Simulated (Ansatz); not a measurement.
Start of a relaxation of CdS:

```yaml
crystal:
  lattice:
    - [0.00000, 3.68788, 5.75732]
    - [1.84507, 0.00000, 5.75732]
    - [1.84507, 3.68788, 0.00000]
  atoms:
    - { symbol: Cd, position: [0.93677, 0.93677, 0.56323] }
    - { symbol: Cd, position: [0.68677, 0.68677, 0.31323] }
    - { symbol: S, position: [0.31323, 0.31323, 0.68677] }
    - { symbol: S, position: [0.56323, 0.56323, 0.93677] }
```

Theory: Ansatz 0.2.0, DFT PBE, scalar-relativistic, plane waves, PAW. Cutoff 420 eV, Gaussian smearing, Γ-centred meshes. Cell and atoms relax first on a coarse mesh and then on a converged one. In between, the cell is made exact in the group found at 0.06 Å. The steps can't lower the symmetry of their start. No spin polarisation.

A guess keeps its type if space group and coordination stay and the shape of the cell changes little (axis ratios within about 15 %, angles within 6°); the volume may change.

**Question.** Will the relaxed cell still be of the starting type?

**Answer.** It keeps its type. The symmetry stays Fdd2 (No. 43). The volume per atom grows by 20.0 %, from 19.6 to 23.5 Å³. The shortest distance goes from 2.35 Å (Cd–S) to 2.58 Å (Cd–S). Counting neighbours within 15 % of an atom's shortest distance, the start has Cd 4, S 4 and the end Cd 4, S 4.

Energies over the elements count from the elements' standard structures at the same level, with no fitted energy shifts.

**Question.** At what energy does it end?

**Answer.** −0.541 eV/atom. Whether it is stable depends on the other phases of the system, which aren't compared here.

The last run used an 8×8×8 mesh for its 4-atom cell and Gaussian smearing of 0.02 eV. The reference form of S is held partly by dispersion forces, which this level lacks. A later test with randomly moved atoms came back to the same energy, though modes that don't fit the test's cell weren't probed.
